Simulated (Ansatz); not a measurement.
Crystal: Li2S.

```
CELL_PARAMETERS angstrom
0.00000 2.84450 2.84450
2.84450 0.00000 2.84450
2.84450 2.84450 0.00000
ATOMIC_POSITIONS crystal
S 0.00000 0.00000 0.00000
Li 0.75000 0.75000 0.75000
Li 0.25000 0.25000 0.25000
```

Program: Ansatz 0.2.0. Alike in all runs: potentials or basis Ansatz PAW; no spin polarisation; cell as given.

Task: Order these runs on this cell by their band gap on the k mesh, lowest first.
A. level PBEsol; k mesh 8 × 8 × 8; cutoff (eV) 420; smearing gaussian 0.02 eV; mesh quality not flagged
B. level HSE06; k mesh 4 × 4 × 4; cutoff (eV) 420; smearing fermi-dirac 0.05 eV; points for each segment of the path 4; mesh quality coarse
C. level HSE03; k mesh 4 × 4 × 4; cutoff (eV) 420; smearing fermi-dirac 0.05 eV; points for each segment of the path 4; mesh quality coarse
D. level r2SCAN0; k mesh 4 × 4 × 4; cutoff (eV) 500; smearing fermi-dirac 0.05 eV; points for each segment of the path 4; mesh quality coarse
E. level HF; k mesh 4 × 4 × 4; cutoff (eV) 420; smearing fermi-dirac 0.05 eV; points for each segment of the path 4; mesh quality coarse

Result: A (3.22 eV), C (4.14 eV), B (4.34 eV), D (5.31 eV), E (10.48 eV).

Caveats: some runs use coarse meshes.

A k mesh can miss the band edges.
